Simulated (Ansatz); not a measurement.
**Scan of one atom of the cell for AlSb (zinc blende)**

Relaxed AlSb (zinc blende):

```xyz
2
Lattice="0.0000 3.1128 3.1128 3.1128 0.0000 3.1128 3.1128 3.1128 0.0000" Properties=species:S:1:pos:R:3 pbc="T T T"
Sb     4.6691     4.6691     4.6691
Al     0.0000     0.0000     0.0000
```

In each cell atom 2 (Al, nearest neighbour Sb at 2.696 Å; its periodic images, 4.4 Å or more away, move with it) moves by s·(1.000, 0.000, 0.000) (along Cartesian x), the rest being held.

Level of theory: PBE (plane waves to 420 eV, PAW, scalar-relativistic; Ansatz, a first-principles code). k mesh 10×10×10 (Γ-centred), Fermi-Dirac smearing 0.05 eV. The energy includes the smearing's −TS. Stress and pressure are positive under compression. As the smearing reaches across the gap at some points, energies and forces of such displacements shift with the k mesh and the smearing. F∥ is the force on the atom along that direction. AlSb was relaxed with its symmetry unable to fall. Spin-orbit coupling is left out, though Sb is heavy. ΔE is measured from the undisplaced structure.

| s (Å) | ΔE (eV/cell) | F∥ (eV/Å) | P (GPa) |
|---|---|---|---|
| -0.540 | 0.979 | 3.226 | 4.2 |
| -0.432 | 0.652 | 2.805 | 2.8 |
| -0.324 | 0.378 | 2.246 | 1.6 |
| -0.216 | 0.172 | 1.564 | 0.7 |
| -0.108 | 0.043 | 0.802 | 0.2 |
| 0.000 | 0.000 | 0.000 | 0.0 |
| 0.108 | 0.043 | -0.802 | 0.2 |
| 0.216 | 0.172 | -1.564 | 0.7 |
| 0.324 | 0.378 | -2.246 | 1.6 |
| 0.432 | 0.652 | -2.805 | 2.8 |
| 0.540 | 0.979 | -3.226 | 4.2 |

Derived quantities:

| Property | Value |
|---|---|
| Energy at s = 0.540 Å | 979 meV/cell |
| Force along the line at s = -0.540 Å | 3.23 eV/Å |
| Symmetry of the curve | even: the same for both signs |
| Shape of the curve | a single well with its minimum at or next to zero displacement |
| Force constant k = d²E/ds² at s = 0 (finite differences) | 7.49 eV/Å² |
| Harmonic estimate at the end of the scan | ½ks² = 1092 meV/cell against the computed 979 meV/cell, so the well is softer than harmonic there |
| Zone-centre optical wavenumber from k | 304 cm⁻¹ |

(A displaced cell: forces are minus the slopes of the energy, force constants its curvatures, and phonons follow from these.)
